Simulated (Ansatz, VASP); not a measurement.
# BN in VASP and in Ansatz

```
N B
1.0
     2.60403    0.00000    0.00000
    -1.30201    2.25516    0.00000
     0.00000    0.00000    4.30976
N B
2 2
Direct
  0.33333 0.66667 0.12528
  0.66667 0.33333 0.62528
  0.33333 0.66667 0.49972
  0.66667 0.33333 0.99972
```

Change from the starting cell: volume scaled by 1.06.

Alike in both runs: task single point; functional PBEsol; k mesh 12 × 12 × 6; occupations fermi-dirac, width 0.05 eV; no spin polarisation.

```csv
,VASP,Ansatz
version,VASP 6.6.1,Ansatz 0.2.0
potentials or method,"VASP PAW PBE potentials, release 64 (N, B)",Ansatz PAW
plane-wave cutoff (eV),520,420
valence electrons in the cell,16,16
```

Ansatz gave:

```
gap on the k mesh at the Fermi level (eV)       : 5.07
least direct gap on the mesh (eV)               : 7.85
pressure (GPa)                                  : -24.9
largest component of the traceless stress (GPa) : 0.51
rms of the force components (eV/Å)              : 0.032
```

Problem. What did VASP give for the same quantities?

Solution. gap on the k mesh at the Fermi level (eV): 5.05; least direct gap on the mesh (eV): 7.84; pressure (GPa): -24.6; largest component of the traceless stress (GPa): 0.55; rms of the force components (eV/Å): 0.030.

Atom by atom the forces differ by 0.002 eV/Å (rms over components).

Caveats: the PAW data sets were made with another functional, which shifts forces and pressure a little (VASP); the pressure holds a Pulay correction of +1.0 GPa for the finite cutoff (Ansatz); the PAW data sets come from PBE, with cores solved anew for the run's functional, which leaves a small shift of forces and pressure (Ansatz). A k mesh can miss the band edges.
